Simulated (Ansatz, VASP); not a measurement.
KBr: VASP beside Ansatz

```
K Br
1.0
     0.00000    3.18719    3.18719
     3.18719    0.00000    3.18719
     3.18719    3.18719    0.00000
K Br
1 1
Direct
  0.00000 0.00000 0.00000
  0.50000 0.50000 0.50000
```

Alike in both runs: functional LDA; k mesh 6 × 6 × 6; occupations gaussian, width 0.02 eV; no spin polarisation.

Ansatz relaxed the structure, and its values are those at the end. VASP's run is a single point on that final structure, the one shown.

|  | VASP | Ansatz |
| --- | --- | --- |
| version | VASP 6.6.1 | Ansatz 0.2.0 |
| potentials or method | VASP PAW LDA potentials, release 64 (K_sv, Br) | scalar-relativistic, plane waves, PAW |
| plane-wave cutoff (eV) | 520 | 420 |
| valence electrons in the cell | 16 | 16 |

Ansatz gave:

* gap on the k mesh at the Fermi level (eV): 4.32
* least direct gap on the mesh (eV): 4.32
* pressure (GPa): 0.0

Task: What did VASP give for the same quantities?

Result: gap on the k mesh at the Fermi level (eV): 4.33; least direct gap on the mesh (eV): 4.33; pressure (GPa): 0.1.
